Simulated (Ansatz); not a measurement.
# W (Im-3m) in Ansatz: a series of runs

The runs below take W through single point, with PBE.

Program: Ansatz 0.2.0. These are calculated values, not measurements. Logs are shortened: lines on timing, memory, paths and dates and some standing lists are left out, and cuts for length are marked.

## 1. The structure

The structure is cubic, space group Im-3m (No. 229). The conventional cell has a = 3.165 Å, b = 3.165 Å, c = 3.165 Å, α = 90.00°, β = 90.00°, γ = 90.00°. Around W (site symmetry m-3m) lie 8 W at 2.74 Å.

## 2. Single point, PBE

input.yaml reads:

```yaml
crystal:
  lattice:
    - [-1.582345, 1.582345, 1.582345]
    - [1.582345, -1.582345, 1.582345]
    - [1.582345, 1.582345, -1.582345]
  atoms:
    - { symbol: W, position: [0.0, 0.0, 0.0] }
hamiltonian:
  xc: pbe
  pseudopotentials: { kind: paw }
kpoints:
  mp_grid: { grid: [12, 12, 12] }
scf:
  occupations: { method: gaussian, width: 0.013 }
output:
  forces: true
  stress: true
  eigenvalues: true
  write_density: true
  write_potential: true
  elf: true
  volumetric_format: npy
```

Potentials or basis: Ansatz PAW.

Started as:

```
> ansatz run input.yaml --threads 2 --pin off --max-ram 5632MiB --backend cpu --events-out ev --progress --plain --runs-dir out
```

Log:

```text
Warning: RAYON_NUM_THREADS=2 ignored (pool sized by the plan → 2); use --threads N
Engine: ansatz 0.2.0, x86_64-unknown-linux-gnu
Pseudopotentials: kind: paw
Pseudopotential: W, paw, valence charge 14, recommended cutoff 420 eV (normal), W.paw.azcp
Functional definition: PBE
  parameter kappa = 0.804
  parameter beta = 0.06672455060314922
  exchange = pbe_x(kappa = kappa, mu = beta*pi^2/3)
  correlation = pbe_c(beta = beta)
Crystal: 1 atoms, lattice volume = 15.848 Å³
Basis set: ecut = 420 eV, 321 PW (Γ), exchange–correlation on 40×40×40 points (8 copies of the dense FFT grid, shifted against one another)
Bands: 11, of which v1, the nominal top of the filled ones, is band 7 counted from 1 (6 counted from 0)
Symmetry: 48 space group operations
Space group: Im-3m (ITA 229), of the structure as read, at distance tolerance 2.5e-5 Å
k-points: 72 of 1728
Non-local potential: W, projectors of the file, l = 0: 3, l = 1: 2, l = 2: 2, l = 3: 1
PAW form: soft (Blöchl's): semilocal exchange-correlation on the pseudo side does not see the compensation charge
PAW one-centre angular grid: W, 590 points (default); XC on 64 Gauss nodes
Initial density: superposition of atomic densities (neutral atoms: chi_scale 0, normalization atom), corrected by the library's trained network
Initial wavefunctions: pseudopotential atomic-orbital guess
Functional: x = pbe(κ = 0.804, μ = 0.2195149727645171), c = pbe(β = 0.06672455060314922)
SCF iter   1: F=—  HF=-10384.817246 eV  |F-HF|=—  |Δ(HF+E_count)|=         —  Δρ=1.77e-3  dr2=1.36e-4  ethr=1.77e-3  ⟨swp⟩=5.7  Hψ=4377  notcnv=0
preconditioner: auto → none  [insulator: Δε(μ)=0.044 eV  Ē_g=9.064 eV  σ=0.013 eV  W_gap=0.82  n_scr=0 (ndim 8)  ℏωp=22.8 eV  f_vac=0.000  D(μ)=2.26/eV (n_scr^D=42)  ε∞_Penn≈7.4]
SCF iter   2: F=—  HF=-10384.817042 eV  |F-HF|=—  |Δ(HF+E_count)|=   2.04e-4  Δρ=9.51e-4  dr2=3.94e-5  ethr=9.72e-7  ⟨swp⟩=2.4  Hψ=2084  notcnv=0  defer=8
SCF iter   3: F=—  HF=-10384.817067 eV  |F-HF|=—  |Δ(HF+E_count)|=   2.47e-5  Δρ=3.01e-4  dr2=1.47e-5  ethr=2.81e-7  ⟨swp⟩=2.0  Hψ=1272  notcnv=0  defer=8
SCF iter   4: F=—  HF=-10384.817061 eV  |F-HF|=—  |Δ(HF+E_count)|=   5.99e-6  Δρ=9.36e-5  dr2=9.89e-7  ethr=1.05e-7  ⟨swp⟩=2.8  Hψ=1209  notcnv=0  defer=8
SCF iter   5: F=—  HF=-10384.817060 eV  |F-HF|=—  |Δ(HF+E_count)|=   2.72e-7  Δρ=5.62e-5  dr2=3.92e-7  ethr=7.06e-9  ⟨swp⟩=2.0  Hψ=1288  notcnv=0  defer=8
SCF iter   6: F=-10384.817060 eV  HF=-10384.817060 eV  |F-HF|=5.36e-8  |Δ(HF+E_count)|=   1.43e-7  Δρ=2.28e-5  dr2=6.51e-8  ethr=7.14e-10  ⟨swp⟩=6.2  Hψ=4370  notcnv=0
SCF 1 converged in 6 iterations: F = -10384.817060 eV  dr2 = 6.51e-8
SCF converged after 6 iterations
Free energy (F): -10384.817060 eV
Harris-Foulkes:  -10384.817060 eV  (|F-HF|=5.36e-8)
Internal energy: -10384.816871 eV  (E = F + TS)
E sigma→0 (E₀):  -10384.816966 eV
Entropy (-TS):   -0.000189 eV (-0.189 meV/atom)
Fermi energy:    22.511575 eV
--- Per-component energies (eV) ---
  E_band       = -81.407675
  E_kinetic    = 450.396675
  E_local      = -598.142052  (includes V_loc(G=0)·N_el)
  E_nonlocal   = 0.261375
  E_hartree    = 215.041959
  E_xc         = -267.157966
  E_vxc        = -239.073151  (∫ρ·V_xc dr)
  E_paw        = -8562.448127  (= ΣΔE_a)
  E_vpaw       = -124.927192  (= ΣTr[D̂ρ^β])
  E_aug_tail   = -0.000058  (compensation charges beyond the density's cutoff)
  E_ewald      = -1622.768677
  E_smearing   = -0.000189  (= −TS)
  E_closure    = 0.000000  (closes the sum)
  Σ components = -10384.817060   (vs F -10384.817060, Δ=0.00e0)
--- Forces (eV/Å), atoms counted from 1 ---
  atom   1  W     -0.00000000     0.00000000    -0.00000000
  max |Σ_I F_I| component: 1.89e-31 eV/Å
--- Stress (GPa, compression-positive) ---
        6.031511       0.000000       0.000000
       -0.000000       6.031511      -0.000000
        0.000000       0.000000       6.031511
  P = ⅓ Tr σ = 6.0315 GPa (60.315 kbar)
--- Band table (eV; the first three rows and the last of 72) ---
  k-point 0: bands = ["-51.4918", "-15.0896", "-15.0896", "-15.0896", "12.9975", "21.3830", "21.3830", "21.3830", "24.8740", "24.8740", "37.1417"]
  k-point 1: bands = ["-51.4828", "-15.1830", "-15.1187", "-15.0900", "13.3313", "21.1830", "21.3321", "21.7083", "24.5732", "24.8788", "37.4155"]
  k-point 2: bands = ["-51.4582", "-15.4327", "-15.1976", "-15.0913", "14.2435", "20.6798", "21.0816", "22.6595", "24.1771", "24.9248", "37.8747"]
  k-point 71: bands = ["-51.2562", "-15.9941", "-15.9941", "-15.9941", "16.7854", "16.7854", "27.7808", "27.7808", "27.7808", "30.8753", "30.8753"]
```

It took 1 s on 2 threads of Intel Xeon at 2.70GHz, shared host; peak memory 0.3 GiB.

Results:

```
Free energy            : -10384.8171 eV
Pressure               : 6.0 GPa
Band gap on the k mesh : none (metal or under the smearing width)
```

The run has no spin-orbit coupling, so splittings on W are missing.

## 3. Single point, PBE

input.yaml: that of step 2 with these lines changed.

```diff
@@ -13,3 +13,3 @@
 scf:
-  occupations: { method: gaussian, width: 0.013 }
+  occupations: { method: gaussian, width: 0.014 }
 output:
@@ -18,5 +18 @@
   eigenvalues: true
-  write_density: true
-  write_potential: true
-  elf: true
-  volumetric_format: npy
```

Potentials or basis: Ansatz PAW.

Started as:

```
> ansatz run input.yaml --threads 2 --pin off --max-ram 5632MiB --backend cpu --events-out ev --progress --plain --runs-dir out
```

Run time: 0.87 s. Hardware: 2 threads of Intel Xeon at 2.70GHz, shared host; peak memory 0.29 GiB.

Results (log left out):

```yaml
Free_energy: -10384.8171 eV
Pressure: 6.0 GPa
Band_gap_on_the_k_mesh: none (metal or under the smearing width)
```

Levels at points of the mesh, in eV from the Fermi level:
| k point | band 3 | band 4 | band 5 | band 6 | band 7 | band 8 | band 9 | band 10 | band 11 |
| --- | --- | --- | --- | --- | --- | --- | --- | --- | --- |
| (0.00, 0.00, 0.00) | -37.60 | -37.60 | -9.51 | -1.13 | -1.13 | -1.13 | 2.36 | 2.36 | 14.63 |
| (0.00, 0.00, -0.50) | -38.02 | -37.61 | -6.16 | -3.46 | 0.81 | 2.26 | 3.24 | 6.26 | 11.20 |
| (-0.50, -0.50, -0.50) | -38.51 | -38.51 | -5.73 | -5.73 | 5.27 | 5.27 | 5.27 | 8.36 | 8.36 |

Spin-orbit coupling is left out, which matters for the levels of W.

## 4. Single point, PBE

input.yaml: that of step 3 with these lines changed.

```diff
@@ -13,3 +13,3 @@
 scf:
-  occupations: { method: gaussian, width: 0.014 }
+  occupations: { method: gaussian, width: 0.015 }
 output:
```

Started as:

```
> ansatz run input.yaml --threads 2 --pin off --max-ram 5632MiB --backend cpu --events-out ev --progress --plain --runs-dir out
```

Run time: 0.88 s. Hardware: 2 threads of Intel Xeon at 2.70GHz, shared host; peak memory 0.29 GiB.

It converged, with:

| Quantity | Value |
| --- | --- |
| Free energy | -10384.8171 eV |
| Pressure | 6.0 GPa |
| Band gap on the k mesh | none (metal or under the smearing width) |

Levels at points of the mesh, in eV from the Fermi level:
```
              k point  band 3  band 4  band 5  band 6  band 7  band 8  band 9  band 10  band 11
   (0.00, 0.00, 0.00)  -37.60  -37.60   -9.52   -1.13   -1.13   -1.13    2.36     2.36    14.63
  (0.00, 0.00, -0.50)  -38.02  -37.61   -6.16   -3.47    0.81    2.26    3.24     6.26    11.19
(-0.50, -0.50, -0.50)  -38.51  -38.51   -5.73   -5.73    5.27    5.27    5.27     8.36     8.36
```

The run has no spin-orbit coupling, so splittings on W are missing.

## 5. Single point, PBE

input.yaml: that of step 4 with these lines changed.

```diff
@@ -13,3 +13,3 @@
 scf:
-  occupations: { method: gaussian, width: 0.015 }
+  occupations: { method: gaussian, width: 0.016 }
 output:
```

Started as:

```
> ansatz run input.yaml --threads 2 --pin off --max-ram 5632MiB --backend cpu --events-out ev --progress --plain --runs-dir out
```

Wall time 0.86 s (2 threads of Intel Xeon at 2.70GHz, shared host); peak memory 0.29 GiB.

The run converged. Its results:

* Free energy: -10384.8171 eV
* Pressure: 6.0 GPa
* Band gap on the k mesh: none (metal or under the smearing width)

Levels at points of the mesh, in eV from the Fermi level:
```tsv
k point	band 4	band 5	band 6	band 7	band 8	band 9	band 10	band 11
(0.00, 0.00, 0.00)	-37.60	-9.52	-1.13	-1.13	-1.13	2.36	2.36	14.63
(0.00, 0.00, -0.50)	-37.61	-6.16	-3.47	0.81	2.26	3.24	6.26	11.19
(-0.50, -0.50, -0.50)	-38.51	-5.73	-5.73	5.27	5.27	5.27	8.36	8.36
```

Spin-orbit coupling is left out, which matters for the levels of W.

## 6. Single point, PBE

input.yaml: that of step 5 with these lines changed.

```diff
@@ -13,3 +13,3 @@
 scf:
-  occupations: { method: gaussian, width: 0.016 }
+  occupations: { method: gaussian, width: 0.017 }
 output:
```

Potentials or basis: Ansatz PAW.

Started as:

```
> ansatz run input.yaml --threads 2 --pin off --max-ram 5632MiB --backend cpu --events-out ev --progress --plain --runs-dir out
```

Wall time 0.87 s (2 threads of Intel Xeon at 2.70GHz, shared host); peak memory 0.29 GiB.

It converged, with:

- Free energy: -10384.8171 eV
- Pressure: 6.0 GPa
- Band gap on the k mesh: none (metal or under the smearing width)

Levels at points of the mesh, in eV from the Fermi level:
```
              k point  band 5  band 6  band 7  band 8  band 9  band 10
   (0.00, 0.00, 0.00)   -9.52   -1.13   -1.13   -1.13    2.36     2.36
  (0.00, 0.00, -0.50)   -6.16   -3.47    0.81    2.26    3.24     6.26
(-0.50, -0.50, -0.50)   -5.73   -5.73    5.27    5.27    5.27     8.36
```

Spin-orbit coupling is left out, which matters for the levels of W.

## 7. Summary

```tsv
smearing	gap on the mesh (eV)	pressure (GPa)
gaussian 0.013 eV	none	6.0
gaussian 0.014 eV	none	6.0
gaussian 0.015 eV	none	6.0
gaussian 0.016 eV	none	6.0
gaussian 0.017 eV	none	6.0
```

Alike in all rows: task single point; level PBE; potentials or basis Ansatz PAW; no spin polarisation; cell as given; k mesh 12 × 12 × 12; cutoff (eV) 420.

Every run on the cell as given and a fine mesh finds a metal.

Absolute energies hang on the potentials; compare differences alone.
